## Sliding a crystal along one plane

Cut a silicon crystal along a flat plane and push the upper half sideways as a rigid block. The force per area that resists the push is the shear traction, and its highest value is the ideal strength of the plane for that direction of push, the load per area it would bear without dislocations. One shortcut infers this strength from the stiffness felt at the start of the slide. The table lets us test the shortcut, and it also sets a task: what should the row at slip 0 contain?

Rigid, unrelaxed slide of Si (P6_3/mmc, 8-atom cell) across a (001) plane along cell vector a, one fault per cell. Computed with Ansatz 0.2.0 using plane-wave PAW and the LDA functional, scalar-relativistic, without spin polarisation; cutoff 420 eV, Gamma-centred 10×10×3 k mesh, Gaussian smearing of 0.03 eV. Fault energies are free energies relative to the unslipped cell.

| slip (fraction of the slip vector) | fault energy (mJ/m²) | shear traction (GPa (slope of the fault energy along the slip)) | gap on mesh (eV) |
| --- | --- | --- | --- |
| 0 | ? | ? | ? |
| 0.1 | 81 | 4.44 | 0.278 |
| 0.2 | 354 | 10.05 | 0.266 |
| 0.3 | 838 | 14.95 | 0.000 |
| 0.4 | 1406 | 13.27 | 0.000 |
| 0.5 | 1695 | -0.04 | 0.000 |

The slip $s$ is the fraction of one full lattice step, $a = 3.80$ Å, so the displacement is $u = sa$. The fault energy $E$ is the cost of the displaced plane per area, and the traction $\tau$ is its slope, $\tau = dE/du$. The crystal is hexagonal-diamond silicon, not the ordinary cubic form.

## What the slide does to the bonds

Planes in this crystal are alternately close together and far apart. The cut runs through a wide spacing, where the planes are 2.35 Å apart. Across the wide spacing each atom holds its partner by a single bond, which stands upright on the plane. The slide therefore runs at right angles to the bond, and that governs how the resistance starts.

An upright bond of length $d$ that is pushed sideways by $u$ becomes

$$\ell = \sqrt{d^2+u^2} \approx d + \frac{u^2}{2d}.$$

The bond grows only at second order: by about 1 % at slip 0.1, but by almost 30 % at slip 0.5. What changes at first order is its angle to the neighbouring bonds. Bending thus costs energy as $u^2$ from the start, whereas stretching costs energy as $(\ell-d)^2$, that is as $u^4$, and joins in later. A bond that leans along the slide direction would already change its length at first order.

The numbers agree with a resistance that stiffens. From slip 0.1 to 0.2 the traction rises by a factor of 2.26, where a simple spring would give 2. The table does not split the energy into bending and stretching, but the computed forces on the atoms at the cut fit this picture. From slip 0.1 to 0.2 their part along the slide grows by a factor of 2.2, while the pull across the cut, which a stretched bond is expected to cause, grows by a factor of 3.0.

Further on, each atom comes closer to a new partner. At slip 0.5 the old and the new one are equally far away, and their pulls along the slide cancel. This is the top of the barrier, not a stable fault, and it costs about 1.3 eV per crossing bond. The atoms were held rigid; if they could relax, the barrier would be lower, and the peak traction is expected to drop too. Two settings also limit the accuracy: LDA ran on PAW datasets made for PBE, and the smearing is narrow for the rows without a gap. Their effect was not tested.

## Springs that keep their partners

The simplest model treats the crossing bonds as springs that never change partners: $E = Ks^2$, with traction proportional to $s$. Its one constant $K$ was fitted to slips 0.1 to 0.3, because at 0.4 the traction is already falling as the partners change. The printed output after this text gives the details. Within the fitted rows the energy is off by at most 15 mJ/m², at slip 0.2. At slip 0.1 the miss is 11 mJ/m², but that is a noticeable 14 %, because the energy itself is small there.

The failure beyond these rows is instructive. At slip 0.4 the springs give an energy only 5 % too high, but a traction of 19.4 GPa instead of 13.3 GPa. Energy adds up the traction along the whole path, so it responds late when bonds begin to give way. To see a plane yield, look at the slope.

## From stiffness to strength

Frenkel's model draws the whole slide as one smooth wave, $E = E_\mathrm{top}\sin^2(\pi s)$, where $E_\mathrm{top}$ is the barrier at slip 0.5. The traction is then

$$\tau = \tau_\mathrm{max}\sin(2\pi s), \qquad \tau_\mathrm{max} = \frac{\pi E_\mathrm{top}}{a}.$$

Take the shortcut first and start from the traction at slip 0.1, which is 4.44 GPa. Since $\sin(0.2\pi) = 0.588$, the predicted strength is $4.44/0.588 = 7.55$ GPa. The calculation gives 14.95 GPa at slip 0.3, about twice as much. The sine assumes that a plane is stiffest at the start and softens from there, but this plane stiffens first.

Now start from the barrier. The energy of 1695 mJ/m² is built up over half a lattice step, 1.90 Å, so the average traction on the way up is $1.695\ \mathrm{J/m^2}/(1.90\times10^{-10}\ \mathrm{m}) = 8.9$ GPa. A sine peaks at $\pi/2$ times its average, which gives 14.0 GPa. That is 6 % below the value at slip 0.3, and the true peak lies a little higher still, between 0.3 and 0.4. The barrier fixes the area under the traction curve, so an error in the curve's shape does less harm than it does in the shortcut.

## Forecast for slip 0

The fault energy must be 0 mJ/m², because energies are counted from the undisturbed crystal. This is a definition and tests no physics.

The traction should be 0 GPa, within 0.1 GPa. A mirror plane of the crystal makes a slide to the left equivalent to one to the right, so the energy curve is flat at the start. The same kind of balance holds at slip 0.5, where the computed $-0.04$ GPa gives a first idea of the numerical error.

The mesh gap is the energy gap between filled and empty states at the sampled k points. By the same mirror it is equal for slides to the left and to the right, so if it changes smoothly, it starts out as a parabola in $s$. A parabola through slips 0.1 and 0.2 leads back to $0.278 + (0.278-0.266)/3 = 0.282$ eV. The forecast is 0.28 eV, with a range of 0.25 to 0.31 eV; the range is a judgement, as two points leave no scatter to measure.

## The computed row

The withheld rows as computed:

| slip (fraction of the slip vector) | fault energy (mJ/m²) | shear traction (GPa (slope of the fault energy along the slip)) | gap on mesh (eV) |
| --- | --- | --- | --- |
| 0 | 0 | 0.00 | 0.271 |

Energy and traction are zero, as definition and symmetry require. The gap of 0.271 eV lies within the range, 0.011 eV below the parabola's value.

The parabola nevertheless had the wrong direction. It expected the gap to shrink from the first step, but the gap at slip 0.1 is 0.007 eV wider than at slip 0, and only at slip 0.2 is it narrower. Symmetry allows this, since it demands only that slides to the left and to the right give the same gap. The table offers no cause for so small a change, and the mesh may miss the true band edges.

## What closes the gap?

The large change comes between slips 0.2 and 0.3, where the mesh gap falls to zero while the traction is still rising. States of the stretched bonds at the fault may have moved into the gap, but no density of states is at hand to show it. LDA also makes gaps too small, and spin polarisation, which could matter for half-broken bonds, was switched off. Does the sliding plane really become metallic before it reaches its greatest strength?

Printed output of the fit:

```
fit of fault_energy on 3 rows (slip < 0.35): coefficient of s2 9223 +/- 145; rms 11.7, worst 0.2 14.9, leave-one-out rms 29
  rows outside the fit (model, value, miss): 0.0 0, 0, 0; 0.4 1476, 1406, 69.8; 0.5 2306, 1695, 611
Springs and Frenkel sine against the calculation:
  row  bond_A  E_mJ_m2  E_springs  E_Frenkel  traction_GPa  traction_springs  traction_Frenkel
  0.0    2.35        0          0          0             0                 0                 0
  0.1   2.381       81      92.23      161.9          4.44             4.852             8.232
  0.2    2.47      354      368.9      585.6         10.05             9.704             13.32
  0.3   2.612      838      830.1       1109         14.95             14.56             13.32
  0.4   2.799     1406       1476       1533         13.27             19.41             8.232
  0.5   3.023     1695       2306       1695         -0.04             24.26         1.715e-15
Forecast of the mesh gap at slip 0 in eV: 0.282
Computed mesh gap at slip 0 in eV: 0.271
Gap forecast less computed value in eV: 0.011
Computed traction at slip 0 in GPa (forecast 0): 0
Barrier per crossing bond in eV: 1.324
Stretch of the crossing bond at slip 0.1 in percent: 1.3
Stretch of the crossing bond at slip 0.5 in percent: 28.62
Energy at slip 0.2 over energy at 0.1 (springs give 4): 4.37
Traction at slip 0.2 over traction at 0.1 (springs give 2): 2.264
Frenkel energy over computed energy at slip 0.1: 1.998
Frenkel traction over computed traction at slip 0.1: 1.854
Frenkel peak traction from the barrier in GPa: 14.01
Frenkel peak traction from the traction at slip 0.1 in GPa: 7.554
Computed traction at slip 0.3 over that estimate: 1.979
Mean slope of the energy from slip 0.3 to 0.4 in GPa: 14.94
```
